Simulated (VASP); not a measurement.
Wanted: the native input for a VASP 6.6.1 run.

```
Task                               : band structure
Functional                         : PBE-EpsX
Potentials or basis                : VASP PAW PBE potentials, release 64 (B, N)
Cutoff                             : 520 eV
k mesh                             : 8 × 8 × 8
Occupations                        : gaussian, width 0.03 eV
Spin                               : no spin polarisation
Grid for exact exchange (PRECFOCK) : Fast
Exchange at q = 0                  : truncated
Share of exact exchange            : 0.2175
Further INCAR settings             : ALGO = Normal; EDIFF = 1e-06
```

Crystal: BN (Qingsongite).

```
CELL_PARAMETERS angstrom
0.00000 1.80332 1.80332
1.80332 0.00000 1.80332
1.80332 1.80332 0.00000
ATOMIC_POSITIONS crystal
B 0.00000 0.00000 0.00000
N 0.25000 0.25000 0.25000
```

These files were run (other wordings do the same):

POSCAR

```
BN                                      
1.0
    0.0000000000      1.8033209052      1.8033209052
    1.8033209052      0.0000000000      1.8033209052
    1.8033209052      1.8033209052      0.0000000000
  B               N             
     1     1
Direct
     0.0000000000000000    0.0000000000000000    0.0000000000000000
     0.2500000000000000    0.2500000000000000    0.2500000000000000
```

INCAR.step1

```
SYSTEM = BN
ALGO = Normal ; EDIFF = 1E-8
ENCUT = 520 ; GGA = PE
ISIF = 2 ; ISMEAR = 0
KPAR = 4 ; LASPH = .True.
LCHARG = .False. ; LEPSILON = .True.
LREAL = .False. ; LWAVE = .False.
NELM = 80 ; PREC = Accurate
SIGMA = 0.03
```

KPOINTS.step1

```
Automatic mesh
0
G
  14 14 14
  0 0 0
```

INCAR.step2

```
SYSTEM = BN
ALGO = Normal ; EDIFF = 1E-5
ENCUT = 520 ; GGA = PE
ISIF = 2 ; ISMEAR = 0
KPAR = 4 ; LASPH = .True.
LCHARG = .False. ; LREAL = .False.
LWAVE = .True. ; NELM = 80
PREC = Accurate ; SIGMA = 0.03
```

KPOINTS.step2

```
k-points
0
Gamma
  8 8 8
  0 0 0
```

INCAR.step3

```
SYSTEM = BN
AEXX = 0.2175 ; ALGO = Normal
EDIFF = 1E-6 ; ENCUT = 520
GGA = PE ; HFRCUT = -1
ISIF = 2 ; ISMEAR = 0
ISTART = 1 ; KPAR = 4
LASPH = .True. ; LCHARG = .False.
LHFCALC = .True. ; LREAL = .False.
LWAVE = .False. ; NELM = 80
PREC = Accurate ; PRECFOCK = Fast
SIGMA = 0.03
```

KPOINTS.step3

```
k-points
0
Gamma
  8 8 8
  0 0 0
```

KPOINTS_OPT

```
explicit points
6
Reciprocal
 0.0000000000  0.0000000000  0.0000000000 1
 0.3750000000  0.3750000000  0.7500000000 1
 0.5000000000  0.5000000000  0.5000000000 1
 0.6250000000  0.2500000000  0.6250000000 1
 0.5000000000  0.2500000000  0.7500000000 1
 0.5000000000  0.0000000000  0.5000000000 1
```

Potentials or basis: VASP PAW PBE potentials, release 64 (B, N).

The run is started by

```sh
$ cat potpaw_PBE.64/B/POTCAR potpaw_PBE.64/N/POTCAR > POTCAR
$ cp INCAR.step1 INCAR
$ cp KPOINTS.step1 KPOINTS
$ mpirun -np 4 vasp_std > vasp.out
$ cp INCAR.step2 INCAR
$ cp KPOINTS.step2 KPOINTS
$ mpirun -np 4 vasp_std > vasp.out
$ cp INCAR.step3 INCAR
$ cp KPOINTS.step3 KPOINTS
$ mpirun -np 4 vasp_std > vasp.out
```

Results of the run:

| Item | Value |
| --- | --- |
| Pressure | -1.7 GPa |
| Band gap on the k mesh | 6.27 eV, indirect (least direct gap 11.02 eV) |
| Band gap along the path | 6.27 eV, indirect (least direct gap 11.02 eV) |

Caveat: the PAW data sets were made with another functional, which shifts forces and pressure a little.

Wall time 2.3 min on 4 MPI ranks on Intel(R) Xeon(R) Platinum 8259CL CPU @ 2.50GHz (Skylake/Cascade Lake), on a shared host, peak memory 0.22 GiB a rank.
